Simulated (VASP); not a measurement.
Wanted: the native input for a VASP 6.6.1 run.

```
Task                   : relaxation of cell and atoms
Functional             : vdW-DF-cx
Potentials or basis    : VASP PAW PBE potentials, release 64 (Al)
Cutoff                 : 600 eV
k mesh                 : 11 × 11 × 11
Occupations            : fermi-dirac, width 0.05 eV
Spin                   : no spin polarisation
Further INCAR settings : ALGO = Fast; EDIFF = 1e-06; IBRION = 2; EDIFFG = -0.01; NSW = 60; ISIF = 3
```

The structure of Al lies in POSCAR:

```
Al
1.0
    0.0000000000      2.0248050000      2.0248050000
    2.0248050000      0.0000000000      2.0248050000
    2.0248050000      2.0248050000      0.0000000000
Al
1
Direct
    0.0000000000      0.0000000000      0.0000000000
```

These files were run (other wordings do the same):

INCAR

```
PREC = Accurate
ENCUT = 600
EDIFF = 1E-6
ISMEAR = -1
SIGMA = 0.05
LREAL = F
LASPH = T
NELM = 60
ALGO = Fast
ISIF = 3
LWAVE = F
LCHARG = F
GGA = CX
LUSE_VDW = T
AGGAC = 0.0
IBRION = 2
NSW = 60
EDIFFG = -0.01
```

KPOINTS

```
Automatic mesh
0
Gamma
  11 11 11
```

Potentials or basis: VASP PAW PBE potentials, release 64 (Al).

Command:

```bash
$ cat potpaw_PBE.64/Al/POTCAR > POTCAR
$ mpirun -np 1 vasp_std > vasp.out
```

It gave:

The relaxed volume is 16.38 Å³/atom, the relaxed cell is a = 2.851 Å, b = 2.851 Å, c = 2.851 Å, α = 60.00°, β = 60.00°, γ = 60.00° and the space group after relaxing (to 0.05 Å) is Fm-3m (No. 225). The energy gained by relaxing is 0.7 meV/atom, the ionic steps are 3 and the pressure after relaxing is 0.0 GPa. The band gap on the k mesh is none (metal or under the smearing width).

Caveat: the PAW data sets were made with another functional, which shifts forces and pressure a little.

It took 38 s on 1 thread of Intel(R) Xeon(R) Platinum 8375C CPU @ 2.90GHz (Ice Lake), on a shared host, peak memory 0.26 GiB.
